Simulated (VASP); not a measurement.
# BN: how numerical settings change the zone-centre modes

Aim: test the modes of BN against the numerical settings. The starting structure is a measured crystal structure from the Crystallography Open Database.

Calculated with VASP 6.6.1; Kohn-Sham DFT with plane waves and PAW; LDA.

## (1) Starting point

It takes space group P6_3/mmc (No. 194, hexagonal). Conventional cell: a = 2.504 Å, b = 2.504 Å, c = 6.661 Å, α = 90.00°, β = 90.00°, γ = 120.00°. Nearest to N lie 3 B at 1.45 Å. Nearest to B lie 3 N at 1.45 Å. Farther neighbours and most contacts between anions are not listed.

Structure file:

```cif
data_structure
_symmetry_space_group_name_H-M 'P6_3/mmc'
_symmetry_Int_Tables_number 194
_cell_length_a 2.5040
_cell_length_b 2.5040
_cell_length_c 6.6612
_cell_angle_alpha 90.000
_cell_angle_beta 90.000
_cell_angle_gamma 120.000
_cell_volume 36.17
loop_
_atom_site_label
_atom_site_type_symbol
_atom_site_symmetry_multiplicity
_atom_site_Wyckoff_symbol
_atom_site_fract_x
_atom_site_fract_y
_atom_site_fract_z
_atom_site_occupancy
N1 N 2 d 0.66667 0.33333 0.25000 1
B1 B 2 c 0.66667 0.33333 0.75000 1
```

## (2) Reference modes

The cell comes from a relaxation at this level, not shown (34.71 Å³).

The input, INCAR:

```
SYSTEM = BN
PREC = Accurate
ENCUT = 520
EDIFF = 1E-08
NELM = 100
ISMEAR = 0
SIGMA = 0.03
LREAL = .FALSE.
ALGO = Normal
GGA = CA
NBANDS = 14
LORBIT = 11
LWAVE = .FALSE.
LCHARG = .FALSE.
KPAR = 8
IBRION = 8
LEPSILON = .TRUE.
LPEAD = .TRUE.
ISIF = 2
```

The input, POSCAR:

```
BN
1.0
    2.4906736249      0.0000000000      0.0000000000
   -1.2453368124      2.1569866317      0.0000000000
    0.0000000000      0.0000000000      6.4610626087
N B
2 2
Direct
    0.6666666667      0.3333333333      0.2500000000
    0.3333333333      0.6666666667      0.7500000000
    0.6666666667      0.3333333333      0.7500000000
    0.3333333333      0.6666666667      0.2500000000
```

The input, KPOINTS:

```
Automatic mesh
0
Gamma
14 14 6
0 0 0
```

PAW data sets: N and B (LDA family, release 64).

Command:

```
> mpirun -np 8 vasp_std
```

Output:

```text
[banner, memory and clock lines left out]
running    8 mpi-ranks, on    1 nodes
 distrk:  each k-point on    1 cores,    8 groups
 distr:  one band on    1 cores,    1 groups

 POSCAR found type information on POSCAR N B
 POSCAR found :  2 types and       4 ions
|                                                                             |
|           W    W    AA    RRRRR   N    N  II  N    N   GGGG   !!!           |
|           W    W   A  A   R    R  NN   N  II  NN   N  G    G  !!!           |
|           W    W  A    A  R    R  N N  N  II  N N  N  G       !!!           |
|           W WW W  AAAAAA  RRRRR   N  N N  II  N  N N  G  GGG   !            |
|           WW  WW  A    A  R   R   N   NN  II  N   NN  G    G                |
|           W    W  A    A  R    R  N    N  II  N    N   GGGG   !!!           |
|                                                                             |
|     For optimal performance we recommend to set                             |
|       NCORE = 2 up to number-of-cores-per-socket                            |
|     NCORE specifies how many cores store one orbital (NPAR=cpu/NCORE).      |
|     This setting can greatly improve the performance of VASP for DFT.       |
|     The default, NCORE=1 might be grossly inefficient on modern             |
|     multi-core architectures or massively parallel machines. Do your        |
|     Unfortunately you need to use the default for GW and RPA                |
|     calculations (for HF NCORE is supported but not extensively tested      |
|     yet).                                                                   |
|                                                                             |

 LDA part: xc-table for (Slater(with rela. corr.)+CA(PZ))
 , standard interpolation
 POSCAR, INCAR and KPOINTS ok, starting setup
 FFT: planning ... GRIDC
 FFT: planning ... GRID_SOFT
 FFT: planning ... GRID
 WAVECAR not read
 entering main loop
       N       E                     dE             d eps       ncg     rms          rms(c)
DAV:   1     0.479105585323E+02    0.47911E+02   -0.81674E+03  2696   0.106E+03
DAV:   2    -0.393692488268E+02   -0.87280E+02   -0.79121E+02  3794   0.229E+02
DAV:   3    -0.426014607808E+02   -0.32322E+01   -0.32128E+01  3558   0.438E+01
DAV:   4    -0.426230191551E+02   -0.21558E-01   -0.21553E-01  3144   0.404E+00
DAV:   5    -0.426232542359E+02   -0.23508E-03   -0.23506E-03  3534   0.404E-01    0.111E+01
DAV:   6    -0.390678448006E+02    0.35554E+01   -0.70234E+00  3090   0.207E+01    0.488E+00
DAV:   7    -0.387012738388E+02    0.36657E+00   -0.46688E-01  3426   0.525E+00    0.298E+00
DAV:   8    -0.385851557155E+02    0.11612E+00   -0.30456E-01  3204   0.389E+00    0.428E-01
DAV:   9    -0.385806782240E+02    0.44775E-02   -0.15132E-02  3114   0.980E-01    0.182E-01
DAV:  10    -0.385806440452E+02    0.34179E-04   -0.58305E-04  3264   0.208E-01    0.243E-02
DAV:  11    -0.385806574426E+02   -0.13397E-04   -0.24133E-05  3204   0.435E-02    0.172E-02
DAV:  12    -0.385806569867E+02    0.45596E-06   -0.59935E-06  3120   0.188E-02    0.122E-03
DAV:  13    -0.385806569642E+02    0.22452E-07   -0.32616E-07  3366   0.406E-03    0.337E-04
DAV:  14    -0.385806569688E+02   -0.45816E-08   -0.34478E-09  2310   0.506E-04
   1 F= -.38580657E+02 E0= -.38580657E+02  d E =-.665013E-15
 Linear response reoptimize wavefunctions to high precision
DAV:   1    -0.385806569687E+02    0.62528E-10   -0.18431E-10  2220   0.121E-04
 Linear response to external field (no local field effect), progress :
  Direction:   1
       N       E                     dE             d eps       ncg     rms          rms(c)
RMM:   1    -0.425736235988E+00   -0.42574E+00   -0.19465E+00  2283   0.299E+00
RMM:   2    -0.435748427361E+00   -0.10012E-01   -0.31303E-03  2257   0.275E-01
RMM:   3    -0.435776079089E+00   -0.27652E-04   -0.35851E-05  2304   0.242E-02
RMM:   4    -0.435776484193E+00   -0.40510E-06   -0.47246E-07  2286   0.276E-03
RMM:   5    -0.435776489793E+00   -0.55999E-08   -0.62567E-08  1589   0.389E-04
 change of polarisation eV/A/(eV/A) component  1 :     0.872     0.231    -0.031
 dielectric tensor                  component  1 :     5.544     1.204    -0.164
 Linear response to external field (no local field effect), progress :
  Direction:   2
       N       E                     dE             d eps       ncg     rms          rms(c)
RMM:   1    -0.337259821251E+00   -0.33726E+00   -0.13539E+00  2282   0.286E+00
RMM:   2    -0.345396440511E+00   -0.81366E-02   -0.22385E-03  2234   0.250E-01
RMM:   3    -0.345419317003E+00   -0.22876E-04   -0.29248E-05  2304   0.221E-02
RMM:   4    -0.345419671592E+00   -0.35459E-06   -0.36524E-07  2286   0.254E-03
RMM:   5    -0.345419675949E+00   -0.43573E-08   -0.25343E-08  1513   0.360E-04
 change of polarisation eV/A/(eV/A) component  2 :     0.231     0.691    -0.043
 dielectric tensor                  component  2 :     1.204     4.601    -0.225
 Linear response to external field (no local field effect), progress :
  Direction:   3
       N       E                     dE             d eps       ncg     rms          rms(c)
RMM:   1    -0.211990011913E+00   -0.21199E+00   -0.56016E-01  2121   0.237E+00
RMM:   2    -0.215437830158E+00   -0.34478E-02   -0.28284E-03  2304   0.333E-01
RMM:   3    -0.215461934688E+00   -0.24105E-04   -0.25566E-05  2287   0.230E-02
[...]
RMM:   3    -0.190862545480E+00    0.24575E-01   -0.21108E-02  5267   0.831E-01    0.338E-01
RMM:   4    -0.191299290849E+00   -0.43675E-03   -0.16297E-02  5802   0.729E-01    0.946E-02
RMM:   5    -0.194150064759E+00   -0.28508E-02   -0.18541E-04  4368   0.104E-01    0.110E-02
RMM:   6    -0.194293026210E+00   -0.14296E-03   -0.51104E-06  4787   0.127E-02    0.392E-03
RMM:   7    -0.194404971686E+00   -0.11195E-03   -0.46557E-07  4862   0.406E-03    0.571E-04
RMM:   8    -0.194405192632E+00   -0.22095E-06   -0.23670E-08  4984   0.742E-04    0.205E-04
RMM:   9    -0.194406840976E+00   -0.16483E-05   -0.33119E-09  4783   0.357E-04    0.235E-05
RMM:  10    -0.194406238894E+00    0.60208E-06    0.22292E-09  3232   0.539E-05    0.933E-06
 change of polarisation eV/A/(eV/A) component  3 :    -0.031    -0.043     0.362
 dielectric tensor                  component  3 :    -0.162    -0.223     2.886
 Linear response DOF=           4
 Linear response progress:
  Degree of freedom:   1/  4
       N       E                     dE             d eps       ncg     rms          rms(c)
RMM:   1    -0.237955504910E+00   -0.23796E+00    0.13980E-01 21347   0.341E+00
RMM:   2    -0.229784141836E+00    0.81714E-02   -0.42226E-03 18384   0.490E-01    0.283E-01
RMM:   3    -0.230535943438E+00   -0.75180E-03   -0.11620E-03 17343   0.226E-01    0.151E-01
RMM:   4    -0.232877321456E+00   -0.23414E-02   -0.10146E-03 16266   0.217E-01    0.252E-02
RMM:   5    -0.232895784523E+00   -0.18463E-04   -0.31656E-05 20034   0.363E-02    0.155E-03
RMM:   6    -0.232899918813E+00   -0.41343E-05   -0.71129E-07 20347   0.297E-03    0.891E-04
RMM:   7    -0.232894960622E+00    0.49582E-05    0.81223E-07 20099   0.716E-04    0.122E-04
RMM:   8    -0.232897315995E+00   -0.23554E-05   -0.27824E-06 19244   0.250E-04    0.221E-05
RMM:   9    -0.232897363163E+00   -0.47168E-07   -0.64855E-07 20918   0.836E-05    0.380E-06
RMM:  10    -0.232897238831E+00    0.12433E-06   -0.55682E-07 20149   0.425E-05    0.104E-06
RMM:  11    -0.232897283495E+00   -0.44665E-07   -0.12714E-07 17604   0.356E-05    0.275E-07
RMM:  12    -0.232897170407E+00    0.11309E-06   -0.27432E-07 13647   0.343E-05    0.830E-08
 first order change of Fermi-energy   0.16615E-04
 force on displaced ion       1 direction 1 : -42.698   0.006   0.000
 Born effective charge ion    1 direction 1 :  -2.705  -0.002   0.000
 Linear response progress:
  Degree of freedom:   2/  4
       N       E                     dE             d eps       ncg     rms          rms(c)
RMM:   1    -0.263402945910E+00   -0.26340E+00    0.15349E-01  6500   0.302E+00
RMM:   2    -0.263743509064E+00   -0.34056E-03   -0.12921E-03  5593   0.256E-01    0.196E-01
RMM:   3    -0.263902861299E+00   -0.15935E-03   -0.15872E-03  5332   0.229E-01    0.868E-02
RMM:   4    -0.264912324658E+00   -0.10095E-02   -0.69376E-04  5508   0.152E-01    0.145E-02
RMM:   5    -0.264936128071E+00   -0.23803E-04   -0.10997E-05  6061   0.245E-02    0.311E-03
RMM:   6    -0.264968303698E+00   -0.32176E-04   -0.14956E-06  6199   0.521E-03    0.107E-03
RMM:   7    -0.264950943637E+00    0.17360E-04   -0.61539E-09  5709   0.206E-03    0.132E-04
RMM:   8    -0.264950766096E+00    0.17754E-06   -0.94581E-09  6531   0.325E-04    0.193E-05
RMM:   9    -0.264951126364E+00   -0.36027E-06    0.92553E-09  6023   0.610E-05    0.967E-06
RMM:  10    -0.264951183560E+00   -0.57196E-07   -0.15953E-09  6618   0.399E-05    0.858E-07
RMM:  11    -0.264951131141E+00    0.52419E-07    0.58315E-09  4965   0.300E-05    0.414E-07
RMM:  12    -0.264951131806E+00   -0.66519E-09   -0.21089E-09  4515   0.294E-05    0.679E-08
 first order change of Fermi-energy   0.25703E-03
 force on displaced ion       1 direction 3 :  -0.000   0.000 -13.960
 Born effective charge ion    1 direction 3 :   0.000  -0.000  -0.821
 Linear response progress:
  Degree of freedom:   3/  4
       N       E                     dE             d eps       ncg     rms          rms(c)
RMM:   1    -0.557958777622E-01   -0.55796E-01   -0.65689E-02 26064   0.159E+00
RMM:   2    -0.422978667175E-01    0.13498E-01   -0.33165E-03 18280   0.332E-01    0.220E-01
RMM:   3    -0.419876888846E-01    0.31018E-03   -0.19542E-03 18297   0.141E-01    0.120E-01
RMM:   4    -0.422687861978E-01   -0.28110E-03   -0.16119E-03 17750   0.145E-01    0.136E-02
RMM:   5    -0.421483595182E-01    0.12043E-03    0.98362E-06 19404   0.176E-02    0.143E-03
RMM:   6    -0.421509989425E-01   -0.26394E-05   -0.65923E-06 19735   0.158E-03    0.713E-04
RMM:   7    -0.421456335120E-01    0.53654E-05   -0.22868E-06 19103   0.948E-04    0.850E-05
RMM:   8    -0.421462532764E-01   -0.61976E-06   -0.53977E-07 20226   0.180E-04    0.358E-05
RMM:   9    -0.421461216494E-01    0.13163E-06    0.35754E-07 20356   0.488E-05    0.655E-06
RMM:  10    -0.421461698602E-01   -0.48211E-07    0.66370E-07 20380   0.257E-05    0.118E-06
RMM:  11    -0.421461835912E-01   -0.13731E-07    0.65261E-07 17244   0.166E-05    0.192E-07
RMM:  12    -0.421461095266E-01    0.74065E-07    0.59780E-07 12332   0.150E-05    0.952E-08
 first order change of Fermi-energy  -0.21872E-04
 force on displaced ion       3 direction 1 : -42.630   0.000   0.000
 Born effective charge ion    3 direction 1 :   2.706   0.000   0.000
 Linear response progress:
  Degree of freedom:   4/  4
       N       E                     dE             d eps       ncg     rms          rms(c)
RMM:   1    -0.473473873768E-01   -0.47347E-01    0.43375E-02  7397   0.129E+00
RMM:   2    -0.476126473419E-01   -0.26526E-03   -0.55088E-04  5676   0.165E-01    0.146E-01
RMM:   3    -0.473533380870E-01    0.25931E-03    0.68018E-05  5576   0.496E-02    0.865E-02
RMM:   4    -0.472791581797E-01    0.74180E-04    0.15532E-04  5718   0.518E-02    0.761E-03
RMM:   5    -0.472354725743E-01    0.43686E-04    0.49936E-05  5996   0.129E-02    0.164E-03
RMM:   6    -0.472312590692E-01    0.42135E-05    0.21074E-06  6292   0.214E-03    0.578E-04
RMM:   7    -0.472295604275E-01    0.16986E-05   -0.97115E-07  6379   0.558E-04    0.162E-04
RMM:   8    -0.472294124475E-01    0.14798E-06    0.87319E-07  6390   0.199E-04    0.340E-05
RMM:   9    -0.472296234738E-01   -0.21103E-06   -0.32197E-08  6443   0.530E-05    0.953E-06
RMM:  10    -0.472296300961E-01   -0.66223E-08    0.25466E-08  6612   0.253E-05    0.197E-06
 first order change of Fermi-energy  -0.36199E-03
 force on displaced ion       3 direction 3 :   0.000  -0.000 -13.743
 Born effective charge ion    3 direction 3 :   0.000   0.000   0.821
 Born effective charges drift removed
 Linear response finished
```

Wall time 90 s (8 MPI ranks of AMD EPYC 9R45, shared host); peak memory 4.7 GiB; 9.5 min of CPU time.

Lines that name or quote the potential files are left out of all logs, and their timing lines are given in words.

(Part 1 of 3 ends here.)

[Lines on the potential files, build, host, timing and source positions are cut from VASP's logs without a mark.]

[Logs are printed without paths, hosts, clocks, repeated set-up lines and the standing remarks that a program may print on its own settings, such as how far it seeks lower states.]

[Hosts, paths, dates, database ids (printed as entryN), source tags and the programs' standing remarks are cut or masked in the printed files.]
